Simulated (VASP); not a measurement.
## Ge: single point with PBE

Ge:

```xyz
2
Lattice="1.4881 -2.5947 0.0000 1.4881 2.5947 0.0000 0.0000 0.0000 4.7276" Properties=species:S:1:pos:R:3 pbc="T T T"
Ge    1.4881    0.8643    1.1819
Ge    1.4881   -0.8643    3.5457
```

This isn't the form of Ge at room conditions, which is diamond.

| Property | Result |
| --- | --- |
| Program | VASP 6.6.1 |
| Task | single point |
| Functional | PBE |
| Potentials or basis | VASP PAW PBE potentials, release 64 (Ge_d_GW) |
| Cutoff | 500 eV |
| k mesh | 7 × 7 × 4 |
| Occupations | gaussian, width 0.02 eV |
| Spin | no spin polarisation |
| Further INCAR settings | ALGO = Normal; EDIFF = 1e-06; NBANDS = 21 |

The pressure is 4.8 GPa. The largest force is 0.013 eV/Å and the band gap on the k mesh is none (metal or under the smearing width).

Forces in eV/Å, atoms in the order of the input:
```
Ge   0.000 -0.013  0.000
Ge   0.000  0.013  0.000
```

Stress tensor (GPa, compression positive):
```
5.00 0.00 0.00
0.00 5.82 0.00
0.00 0.00 3.71
```

Levels at points of the mesh, in eV from the Fermi level:
```
           k point  band 10  band 11  band 12  band 13  band 14  band 15  band 16  band 17  band 18  band 19
(0.00, 0.00, 0.00)   -24.52   -13.31    -7.42    -5.48     6.66     6.78     8.74     8.86    10.17    11.45
(0.00, 0.00, 0.50)   -24.54   -11.64   -11.64     1.94     1.94     7.80     7.80     7.92     7.92    12.76
```

Run time: 13 s on 1 thread of Intel(R) Xeon(R) 6975P-C (Granite Rapids) (shared host), peak memory 0.17 GiB.
